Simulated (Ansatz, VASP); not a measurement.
**Two plane-wave programs on C**

Contents of INCAR:

```
SYSTEM = C
  PREC = Accurate
  ENCUT = 400
  EDIFF = 1E-7
  ISMEAR = -1
  SIGMA = 0.05
  LREAL = .FALSE.
  LASPH = .TRUE.
  NELM = 100
  ALGO = Normal
  ISIF = 2
  LWAVE = .FALSE.
  LCHARG = .FALSE.
  GGA = PE
```

Contents of KPOINTS:

```
Automatic mesh
0
G
  13 13 13
  0 0 0
```

File POSCAR:

```
C
1.0
    0.0000000000      1.7833700000      1.7833700000
    1.7833700000      0.0000000000      1.7833700000
    1.7833700000      1.7833700000      0.0000000000
C
2
Direct
    0.7500000000      0.7500000000      0.7500000000
    0.5000000000      0.5000000000      0.5000000000
```

File KPOINTS_OPT:

```
path GXWKGLUWLK,UX
15
line-mode
reciprocal
 0.0000000000  0.0000000000  0.0000000000  G
 0.5000000000  0.0000000000  0.5000000000  X

 0.5000000000  0.0000000000  0.5000000000  X
 0.5000000000  0.2500000000  0.7500000000  W

 0.5000000000  0.2500000000  0.7500000000  W
 0.3750000000  0.3750000000  0.7500000000  K

 0.3750000000  0.3750000000  0.7500000000  K
 0.0000000000  0.0000000000  0.0000000000  G

 0.0000000000  0.0000000000  0.0000000000  G
 0.5000000000  0.5000000000  0.5000000000  L

 0.5000000000  0.5000000000  0.5000000000  L
 0.6250000000  0.2500000000  0.6250000000  U

 0.6250000000  0.2500000000  0.6250000000  U
 0.5000000000  0.2500000000  0.7500000000  W

 0.5000000000  0.2500000000  0.7500000000  W
 0.5000000000  0.5000000000  0.5000000000  L

 0.5000000000  0.5000000000  0.5000000000  L
 0.3750000000  0.3750000000  0.7500000000  K

 0.6250000000  0.2500000000  0.6250000000  U
 0.5000000000  0.0000000000  0.5000000000  X
```

input.yaml

```yaml
crystal:
  lattice:
    - [0.0, 1.78337, 1.78337]
    - [1.78337, 0.0, 1.78337]
    - [1.78337, 1.78337, 0.0]
  atoms:
    - { symbol: C, position: [0.75, 0.75, 0.75] }
    - { symbol: C, position: [0.5, 0.5, 0.5] }
hamiltonian:
  xc: pbe
  pseudopotentials: { kind: paw }
kpoints:
  mp_grid: { grid: [13, 13, 13] }
  band_path:
    path:
      - [[0.0, 0.0, 0.0], [0.5, 0.0, 0.5], [0.5, 0.25, 0.75], [0.375, 0.375, 0.75], [0.0, 0.0, 0.0], [0.5, 0.5, 0.5], [0.625, 0.25, 0.625], [0.5, 0.25, 0.75], [0.5, 0.5, 0.5], [0.375, 0.375, 0.75]]
      - [[0.625, 0.25, 0.625], [0.5, 0.0, 0.5]]
    npoints: 14
scf:
  occupations: { method: fermi_dirac, width: 0.05 }
  n_extra_bands: 6
output:
  forces: true
  stress: true
  eigenvalues: true
  fatbands: false
  write_density: true
  write_potential: true
  elf: true
  volumetric_format: npy
```

This isn't the form of C at room conditions, which is graphite.

Alike in both runs: task band structure; functional PBE; k mesh 13 × 13 × 13; occupations fermi-dirac, width 0.05 eV; no spin polarisation.

|  | VASP | Ansatz |
| --- | --- | --- |
| version | VASP 6.6.1 | Ansatz 0.2.0 |
| potentials or method | VASP PAW PBE potentials, release 64 (C_s) | Ansatz PAW |
| plane-wave cutoff (eV) | 400 | 420 |
| valence electrons in the cell | 8 | 8 |

|  | VASP | Ansatz | Ansatz less VASP |
| --- | --- | --- | --- |
| gap on the k mesh at the Fermi level (eV) | 4.16 | 4.15 | -0.005 |
| least direct gap on the mesh (eV) | 5.58 | 5.59 | +0.011 |
| gap along the band path (eV) | 4.14 | 4.14 | -0.004 |
| pressure (GPa) | 3.0 | 1.8 | -1.27 |

Caveats: the pressure holds a Pulay correction of +1.0 GPa for the finite cutoff (Ansatz).
